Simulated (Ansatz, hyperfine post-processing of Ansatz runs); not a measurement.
# Reading the 7Li spectrum of LiMnP4O12

Calculated values: DFT, PBEsol+U, plane-wave PAW, default files (PAW set soft_2), collinear spin, scalar-relativistic (Ansatz), contact and point-dipole shifts scaled to 298 K with Θ = 0 K (a pure Curie law); spin-only moments, above the ordering temperature.

```
Mn P O Li
1.0
     4.93995    0.00000    0.00000
     2.44275    6.67623    0.00000
     0.91777    2.86672    6.90330
Mn P O Li
1 4 12 1
Direct
  0.02622 0.03416 0.99705
  0.55759 0.60329 0.20821
  0.43978 0.40900 0.78957
  0.54284 0.79978 0.79475
  0.44924 0.18998 0.20723
  0.76315 0.28410 0.81407
  0.30168 0.99920 0.80493
  0.52008 0.38533 0.22045
  0.24894 0.10460 0.34965
  0.74487 0.02854 0.19095
  0.71351 0.68136 0.00252
  0.75385 0.82749 0.63936
  0.29422 0.29023 0.99223
  0.24982 0.76616 0.18602
  0.27802 0.44535 0.62151
  0.37918 0.63654 0.80892
  0.74521 0.56739 0.36302
  0.95733 0.68852 0.46026
```

7Li MAS at 11.7 T (193.6 MHz), 30 kHz, 298 K; contact and dipolar shift alone, no orbital or quadrupolar part; lines under 1.5 % of the strongest are left out. NMR lines, with heights relative to the strongest:

```
position (ppm)  intensity
        -703.4        1.8
        -548.4        8.1
        -393.5         44
        -238.6        100
         -83.6         64
          71.3         38
         226.3         16
         381.2         40
         536.2         28
         691.1         31
         846.1         15
        1001.0        6.6
        1156.0        2.0
```

**Question.** Which lines are isotropic ones rather than spinning sidebands, and which Li atoms give them?

Sidebands are spaced by 155 ppm (the spinning rate over the resonance of 193.6 MHz). An isotropic line need not be the tallest: it is the area-weighted centre of its own family of sidebands, and the one that stays put when the rate is changed. Isotropic shifts: 71 ppm for atom 18 (1 Mn through links of 104 to 106° (2)), reduced anisotropy 911 ppm.

[Logs are printed without paths, hosts, clocks, repeated set-up lines and the standing remarks that a program may print on its own settings, such as how far it seeks lower states.]

[Hosts, paths, dates, database ids (printed as entryN), source tags and the programs' standing remarks are cut or masked in the printed files.]
